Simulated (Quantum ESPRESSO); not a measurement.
**BaTiO3: dielectric tensor with PBE**

The system is BaTiO3.

```
Ba Ti O
1.0
     4.00600    0.00000    0.00000
     0.00000    4.00600    0.00000
     0.00000    0.00000    4.00600
Ba Ti O
1 1 3
Direct
  0.50000 0.50000 0.50000
  0.00000 0.00000 0.00000
  0.00000 0.00000 0.50000
  0.00000 0.50000 0.00000
  0.50000 0.00000 0.00000
```

```yaml
Program: Quantum ESPRESSO 7.5
Task: dielectric tensor
Functional: PBE
Potentials_or_basis: PseudoDojo 0.4.1 SR PBE standard
Cutoff: 1143 eV
Density_cutoff: 4572 eV
k_mesh: 6 × 6 × 6, shifted
Occupations: fermi-dirac, width 0.05 eV
Spin: no spin polarisation
Mixing_beta: 0.5
Most_SCF_iterations: 120
SCF_threshold: 1e-09 Ry
```

The pressure is 1.9 GPa. The electronic dielectric tensor (diagonal) is 6.59 and the born charges (mean of the diagonal) is Ba +2.75; Ti +7.33; O -3.35 e.

Levels at points of the mesh, in eV from the valence-band top:
| k point | band 18 | band 19 | band 20 | band 21 | band 22 | band 23 |
| --- | --- | --- | --- | --- | --- | --- |
| (0.08, 0.08, 0.08) | -0.53 | -0.24 | -0.24 | 2.12 | 2.17 | 2.17 |

Electronic dielectric tensor:
```
6.59 0.00 0.00
0.00 6.59 0.00
0.00 0.00 6.59
```

Born effective charge tensors (e):
atom 1, Ba
```
2.75 0.00 0.00
0.00 2.75 0.00
0.00 0.00 2.75
```
atom 2, Ti
```
7.33 0.00 0.00
0.00 7.33 0.00
0.00 0.00 7.33
```
atom 3, O
```
-2.13  0.00  0.00
 0.00 -2.13  0.00
 0.00  0.00 -5.80
```
atom 4, O
```
-2.13  0.00  0.00
 0.00 -5.80  0.00
 0.00  0.00 -2.13
```
atom 5, O
```
-5.80  0.00  0.00
 0.00 -2.13  0.00
 0.00  0.00 -2.13
```

Wall time 120 s on 4 MPI ranks on Arm Neoverse V2 (shared host), peak memory 0.52 GiB a rank.

Caveat: this release of the barium file is off. The run has no spin-orbit coupling, so splittings on Ba are missing.
